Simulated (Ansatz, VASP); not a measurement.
# Two plane-wave programs on Hf

```
Hf
1.0
    -1.78983    1.78983    1.78983
     1.78983   -1.78983    1.78983
     1.78983    1.78983   -1.78983
Hf
1
Direct
  0.00000 0.00000 0.00000
```

Change from the starting cell: volume scaled by 0.975, PAW files.

Alike in both runs: task electric field gradients; functional PBE; k mesh 16 × 16 × 16; occupations fermi-dirac, width 0.08 eV; no spin polarisation.

|  | VASP | Ansatz |
| --- | --- | --- |
| version | VASP 6.6.1 | Ansatz 0.2.0 |
| potentials or method | VASP PAW PBE potentials, release 64 (Hf_pv) | PAW with Ansatz's default frozen-core files, scalar-relativistic |
| plane-wave cutoff (eV) | 520 | 420 |
| valence electrons in the cell | 10 | 26 |

|  | VASP | Ansatz | Ansatz less VASP |
| --- | --- | --- | --- |
| pressure (GPa) | -2.9 | -2.6 | +0.35 |
| Vzz of the field gradient on the site that differs most (V/Å²) | 0.0 | 0.0 | 0.00 |

The two sets of potentials don't hold the same shells in valence. Ansatz warned: «gradients_without_spin_orbit».

The runs have no spin-orbit coupling, so splittings on Hf are missing.
